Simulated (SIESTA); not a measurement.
The system is WS2, a slab with vacuum.

```
W S
1.0
     3.18295    0.00000    0.00000
    -1.59148    2.75652    0.00000
     0.00000    0.00000   28.53222
W S
3 6
Direct
  0.66667 0.33333 0.43436
  0.66667 0.33333 0.88553
  0.00000 0.00000 0.65929
  0.66667 0.33333 0.60463
  0.00000 0.00000 0.37971
  0.00000 0.00000 0.83085
  0.66667 0.33333 0.71395
  0.00000 0.00000 0.48903
  0.00000 0.00000 0.94019
```

```yaml
Program: SIESTA 5.4.2
Task: single point
Functional: PBE
Potentials_or_basis: PseudoDojo 0.4 standard (PBE files)
Basis: DZP (energy shift 0.003 Ry; two zetas on semicore shells)
Grid_cutoff: 800 Ry
Energy_shift: 0.003 Ry
k_mesh: 10 × 10 × 1
Occupations: fermi-dirac, width 0.05 eV
Spin: no spin polarisation
```

On this cell: largest force 0.691 eV/Å; band gap on the k mesh 1.53 eV, indirect (least direct gap 2.16 eV).

The same run follows on a disturbed copy (atoms moved at random, drawn with an rms of 0.05 Å):

```
W S
1.0
     3.18295    0.00000    0.00000
    -1.59148    2.75652    0.00000
     0.00000    0.00000   28.53222
W S
3 6
Cartesian
  1.6182 0.9212 12.3509
  1.5979 0.9133 25.2296
  0.0411 0.0053 18.7842
  1.5468 0.8934 17.2961
  0.0331 0.0028 10.8151
  0.0080 0.0410 23.6793
  1.5991 0.9084 20.3692
  -0.0342 0.0570 13.9243
  0.0683 -0.0151 26.8033
```

**Question.** What does the disturbed cell give?

**Answer.** The energy moves by +25.0 meV/atom; largest force 2.517 eV/Å; band gap on the k mesh 1.38 eV, indirect (least direct gap 2.03 eV).

Forces on the atoms (eV/Å):
```
W   -0.613  0.594  0.560
W    0.660  0.424  0.371
W   -1.495 -0.605  1.822
S    1.136  0.448 -2.201
S   -0.057 -0.027 -1.125
S   -0.035 -0.480 -0.838
S    0.358  0.159  0.372
S    0.670 -0.570  0.549
S   -0.622  0.053  0.489
```

Stress tensor (GPa, compression positive):
```
 3.88  0.42 -0.57
 0.42  3.12 -0.28
-0.57 -0.28  5.61
```

Caveats: short orbitals over semicore shells can move pressures by several GPa; spin-orbit coupling is left out, which moves the levels of the heavy elements; the basis of atomic orbitals isn't converged, which shifts pressures, moduli and gaps.

A k mesh can miss the band edges.
